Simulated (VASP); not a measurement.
# BaS in VASP: one cell, several levels of theory, part 2 of 2

VASP 6.6.1, plane waves, PAW.

### 3 r2SCAN

Input file INCAR:

```
ENCUT = 520.000000
SIGMA = 0.010000
EDIFF = 1.00e-07
ALGO = Normal
METAGGA = R2SCAN
PREC = Accurate
IBRION = -1
ISIF = 2
ISMEAR = 0
NBANDS = 15
NELM = 120
NSW = 0
LASPH = .TRUE.
LCHARG = .FALSE.
LWAVE = .FALSE.
LREAL = .FALSE.
```

Input file KPOINTS:

```
KPOINTS created by Atomic Simulation Environment
0
Gamma
8 8 8
0 0 0
```

Input file KPOINTS_OPT:

```
special points
7
Reciprocal
0.0000000000 0.0000000000 0.0000000000 1
0.5000000000 0.0000000000 0.5000000000 1
0.6250000000 0.2500000000 0.6250000000 1
0.3750000000 0.3750000000 0.7500000000 1
0.5000000000 0.5000000000 0.5000000000 1
0.5000000000 0.2500000000 0.7500000000 1
0.0000000000 0.5000000000 0.5000000000 1
```

Input file POSCAR:

```
Ba S
 1.0000000000000000
    -0.0107059862000000    3.2010898869000002    3.2010898869000002
     3.2010898869000002   -0.0107059862000000    3.2010898869000002
     3.2010898869000002    3.2010898869000002   -0.0107059862000000
 Ba  S
   1   1
Cartesian
  0.0000000000000000  0.0000000000000000  0.0000000000000000
  3.1957368938000008  3.1957368938000008  3.1957368938000013
```

Run with:

```console
> mpirun -np 1 vasp_std
```

Standard output, without the iteration lines:

```text
POSCAR found type information on POSCAR BaS
 POSCAR found :  2 types and       2 ions
 -----------------------------------------------------------------------------
|                                                                             |
|                                                                             |
|     You enforced a specific xc type in the INCAR file but a different       |
|     I HOPE YOU KNOW WHAT YOU ARE DOING!                                     |
|                                                                             |
 -----------------------------------------------------------------------------

 LDA part: xc-table for (None), standard interpolation
 POSCAR, INCAR and KPOINTS ok, starting setup
 FFT: planning ... GRIDC
 FFT: planning ... GRID_SOFT
 FFT: planning ... GRID
 WAVECAR not read
 entering main loop
 Start KPOINTS_OPT (optional k-point list driver)
k-point batch [1-7\7]
```

OSZICAR:

```text
N       E                     dE             d eps       ncg     rms          rms(c)
DAV:   1     0.529999880430E+02    0.53000E+02   -0.69846E+03  1950   0.958E+02
DAV:   2    -0.382664515280E+02   -0.91266E+02   -0.82454E+02  2712   0.174E+02
DAV:   3    -0.433164042137E+02   -0.50500E+01   -0.50113E+01  2744   0.427E+01
DAV:   4    -0.434048851039E+02   -0.88481E-01   -0.88444E-01  2466   0.583E+00
DAV:   5    -0.434073410649E+02   -0.24560E-02   -0.24559E-02  2708   0.814E-01    0.496E+00
DAV:   6    -0.391958265538E+02    0.42115E+01   -0.15145E+00  2706   0.812E+00    0.370E+00
DAV:   7    -0.391941890943E+02    0.16375E-02   -0.38809E-01  2406   0.394E+00    0.236E+00
DAV:   8    -0.392015189108E+02   -0.73298E-02   -0.43425E-02  2300   0.149E+00    0.117E+00
DAV:   9    -0.392035851414E+02   -0.20662E-02   -0.91329E-03  2013   0.934E-01    0.473E-01
DAV:  10    -0.392035512304E+02    0.33911E-04   -0.65962E-04  2739   0.163E-01    0.120E-01
DAV:  11    -0.392037952972E+02   -0.24407E-03   -0.18374E-04  2027   0.137E-01    0.229E-02
DAV:  12    -0.392037717134E+02    0.23584E-04   -0.52864E-05  2566   0.538E-02    0.125E-02
DAV:  13    -0.392037719998E+02   -0.28634E-06   -0.58716E-06  2237   0.166E-02    0.200E-03
DAV:  14    -0.392037717127E+02    0.28708E-06   -0.24896E-07  2601   0.377E-03    0.271E-03
DAV:  15    -0.392037716147E+02    0.97968E-07   -0.43635E-08  1536   0.165E-03
   1 F= -.39203772E+02 E0= -.39203772E+02  d E =-.537925E-50
       N       E                     dE             ncg
DAV:   1     0.141831993772E+04   -0.34466E+04      210
DAV:   2     0.772019107213E+03   -0.64630E+03      295
DAV:   3     0.739677347395E+03   -0.32342E+02      290
DAV:   4     0.739205351125E+03   -0.47200E+00      253
DAV:   5     0.739193176085E+03   -0.12175E-01      274
DAV:   6     0.739192796295E+03   -0.37979E-03      252
DAV:   7     0.739192781860E+03   -0.14435E-04      267
DAV:   8     0.739192781271E+03   -0.58945E-06      221
DAV:   9     0.739192781246E+03   -0.25204E-07      205
```

From OUTCAR:

```text
k-points           NKPTS =     65   k-points in BZ     NKDIM =     65   number of bands    NBANDS=     15

   NELECT =      16.0000    total number of electrons

   dimension x,y,z NGX =    36 NGY =   36 NGZ =   36
   dimension x,y,z NGXF=    72 NGYF=   72 NGZF=   72

  energy-cutoff  :      520.00
  volume of cell :       65.93
      direct lattice vectors                 reciprocal lattice vectors
    -0.010705986  3.201089887  3.201089887    -0.155415381  0.155936909  0.155936909
     3.201089887 -0.010705986  3.201089887     0.155936909 -0.155415381  0.155936909
     3.201089887  3.201089887 -0.010705986     0.155936909  0.155936909 -0.155415381

 k-points in reciprocal lattice and weights: KPOINTS created by Atomic Simulation Env
   0.00000000  0.00000000  0.00000000       0.002
   0.12500000 -0.00000000 -0.00000000       0.012
   0.25000000 -0.00000000 -0.00000000       0.012
   0.37500000 -0.00000000 -0.00000000       0.012
   0.50000000 -0.00000000 -0.00000000       0.006
   0.12500000  0.12500000  0.00000000       0.012
   0.25000000  0.12500000 -0.00000000       0.023
   0.37500000  0.12500000  0.00000000       0.023
[... 57 more k-points ...]

 E-fermi :   1.2683

 k-point     1 :       0.0000    0.0000    0.0000
  band No.  band energies     occupation
      1     -25.6920      2.00000
      2     -10.3269      2.00000
      3     -10.3269      2.00000
      4     -10.3263      2.00000
      5      -9.6212      2.00000
      6       1.1541      2.00000
      7       1.1541      2.00000
      8       1.1662      2.00000
      9       5.3155      0.00000
     10       5.4492      0.00000
     11       5.4492      0.00000
     12       5.4938      0.00000
     13       6.4892      0.00000
     14       6.4892      0.00000
     15      10.3318      0.00000

 k-point     2 :       0.1250   -0.0000   -0.0000
  band No.  band energies     occupation
      1     -25.6856      2.00000
      2     -10.6491      2.00000
      3     -10.3317      2.00000
      4     -10.3316      2.00000
      5      -9.2838      2.00000
      6       0.7714      2.00000
      7       0.9537      2.00000
      8       0.9663      2.00000
      9       5.4627      0.00000
     10       5.6871      0.00000
     11       5.7234      0.00000
     12       5.8887      0.00000
     13       6.9414      0.00000
     14       6.9417      0.00000
     15      10.9678      0.00000

 k-point     3 :       0.2500   -0.0000   -0.0000
  band No.  band energies     occupation
      1     -25.6701      2.00000
      2     -11.0876      2.00000
      3     -10.3442      2.00000
      4     -10.3432      2.00000
      5      -8.8069      2.00000
      6       0.0516      2.00000
      7       0.5489      2.00000
      8       0.5650      2.00000
      9       5.6836      0.00000
     10       6.3521      0.00000
     11       6.3905      0.00000
     12       7.0611      0.00000
     13       8.0905      0.00000
     14       8.0919      0.00000
     15      12.2406      0.00000

 k-point     4 :       0.3750   -0.0000   -0.0000
  band No.  band energies     occupation
      1     -25.6544      2.00000
      2     -11.3929      2.00000
      3     -10.3566      2.00000
      4     -10.3545      2.00000
      5      -8.4599      2.00000
      6      -0.5209      2.00000
      7       0.2159      2.00000
      8       0.2349      2.00000
      9       6.2914      0.00000
     10       7.3038      0.00000
     11       7.3454      0.00000
     12       7.7803      0.00000
     13       9.5260      0.00000
     14       9.5272      0.00000
     15      11.9630      0.00000

 k-point     5 :       0.5000   -0.0000   -0.0000
  band No.  band energies     occupation
      1     -25.6479      2.00000
      2     -11.5010      2.00000
      3     -10.3616      2.00000
      4     -10.3592      2.00000
      5      -8.3334      2.00000
      6      -0.7328      2.00000
      7       0.0925      2.00000
      8       0.1125      2.00000
      9       7.1467      0.00000
     10       7.2587      0.00000
     11       7.9377      0.00000
     12       7.9842      0.00000
     13      10.6503      0.00000
     14      10.6887      0.00000
     15      10.6970      0.00000

 k-point     6 :       0.1250    0.1250    0.0000
  band No.  band energies     occupation
      1     -25.6835      2.00000
      2     -10.6658      2.00000
      3     -10.3543      2.00000
      4     -10.3536      2.00000
      5      -9.2372      2.00000
      6       0.4674      2.00000
      7       1.0788      2.00000
      8       1.0874      2.00000
      9       5.0601      0.00000
     10       5.7714      0.00000
     11       5.9995      0.00000
     12       6.0272      0.00000
     13       6.6277      0.00000
     14       7.6349      0.00000
     15      11.1574      0.00000

 k-point     7 :       0.2500    0.1250   -0.0000
  band No.  band energies     occupation
      1     -25.6710      2.00000
      2     -10.9658      2.00000
      3     -10.3779      2.00000
      4     -10.3650      2.00000
      5      -8.9329      2.00000
      6       0.0160      2.00000
      7       0.7833      2.00000
      8       0.8699      2.00000
      9       4.9798      0.00000
     10       6.4038      0.00000
     11       6.6688      0.00000
     12       6.7134      0.00000
     13       7.2037      0.00000
     14       8.8487      0.00000
     15      12.2798      0.00000

 k-point     8 :       0.3750    0.1250    0.0000
  band No.  band energies     occupation
      1     -25.6555      2.00000
      2     -11.2594      2.00000
      3     -10.3903      2.00000
      4     -10.3833      2.00000
      5      -8.6380      2.00000
      6      -0.3206      2.00000
      7       0.3516      2.00000
      8       0.5079      2.00000
      9       5.4053      0.00000
     10       7.3662      0.00000
     11       7.5176      0.00000
     12       7.6285      0.00000
     13       8.3902      0.00000
     14       9.8213      0.00000
     15      11.9782      0.00000

[... the tables of k-points 9 to 65 left out ...]

  Total        0.3387816      0.3387816      0.3387816      0.0258735      0.0258735      0.0258735
  in kB        8.2325345      8.2325345      8.2325345      0.6287365      0.6287365      0.6287365
  external PRESSURE =       8.2325345 kB  Pullay stress =       0.0000000 kB

 POSITION                                       TOTAL-FORCE (eV/Angst)
 -----------------------------------------------------------------------------------
      0.00000      0.00000      0.00000         0.000000     -0.000000      0.000000
      3.19574      3.19574      3.19574        -0.000000      0.000000     -0.000000
 -----------------------------------------------------------------------------------
    total drift:                                0.000000      0.000000      0.000000

  FREE ENERGIE OF THE ION-ELECTRON SYSTEM (eV)
  ---------------------------------------------------
  free  energy   TOTEN  =       -39.2037716147 eV

  energy  without entropy=      -39.2037716147  energy(sigma->0) =      -39.20377161
```

Hardware: 1 MPI rank of Intel Xeon Platinum 8488C, shared host.

The levels at the points of KPOINTS_OPT are read from vasprun.xml.

Band energies at the special points (eV, zero at the top of v, the last band that the electrons fill by count):

```csv
point,v−1,v,c,c+1
Γ,-0.01,0.00,4.15,4.28
X,-0.15,-0.14,2.47,6.48
U,-0.61,-0.55,3.68,6.40
K,-0.61,-0.55,3.68,6.40
L,-1.08,-1.08,6.00,6.09
W,-0.50,-0.50,4.69,4.69
```

The r2SCAN gap is 2.47 eV and indirect (Γ to X), with 2.62 eV as the least direct one. The pressure is 0.82 GPa; the forces vanish within 0.01 eV/Å.

### 4 Summary

What follows sums up all 2 parts.

| level | gap (eV) | pressure (GPa) | Ansatz: gap (eV) | Ansatz: pressure (GPa) |
| --- | --- | --- | --- | --- |
| PBE | 2.12 | 0.87 | 2.22 | 0.31 |
| r2SCAN | 2.47 | 0.82 | 2.56 | 0.25 |

The gap runs from 2.12 eV (PBE) to 2.47 eV (r2SCAN). Spin-orbit coupling is left out, though the cell holds Ba (Z = 56). The two programs agree on the gap within 0.11 eV. Each program uses its own PAW datasets and cutoff.
